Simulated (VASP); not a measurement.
TiC3, 4 atoms in the cell. Symmetry: P4/mmm, No. 123, tetragonal system. Conventional cell: a = 3.658 Å, b = 3.658 Å, c = 4.326 Å, α = 90.00°, β = 90.00°, γ = 90.00°. Ti (site symmetry 4/mmm) has 4 C at 1.83 Å as nearest neighbours. Around C (site symmetry 4/mmm) lie 4 C at 1.83 Å. Around C (site symmetry mmm) lie 2 Ti at 1.83 Å and 2 C at 1.83 Å. The cell was built by a generator and needn't be a form met in nature.

- Program: VASP 6.6.1
- Task: relaxation of cell and atoms
- Functional: PBE
- Potentials or basis: VASP PAW PBE potentials, release 64 (Ti_sv, C)
- Cutoff: 520 eV
- k mesh: 6 × 6 × 5
- Occupations: gaussian, width 0.15 eV
- Spin: no spin polarisation
- Further INCAR settings: PREC = Normal; ALGO = Fast; EDIFF = 0.0001; IBRION = 2; EDIFFG = -0.08; NSW = 24; ISIF = 3

Potentials or basis: VASP PAW PBE potentials, release 64 (Ti_sv, C).

The run is started by

```sh
$ cat potpaw_PBE.64/Ti_sv/POTCAR potpaw_PBE.64/C/POTCAR > POTCAR
$ mpirun -np 1 vasp_std > vasp.out
```

Hardware: 1 thread of Intel(R) Xeon(R) 6975P-C (Granite Rapids) (shared host).

**Question.** How long does it take, and how much memory?

**Answer.** Wall time 24 s on 1 thread of Intel(R) Xeon(R) 6975P-C (Granite Rapids), on a shared host, peak memory 0.14 GiB. Counts: scf iterations 57, k points 30, ion steps 3.
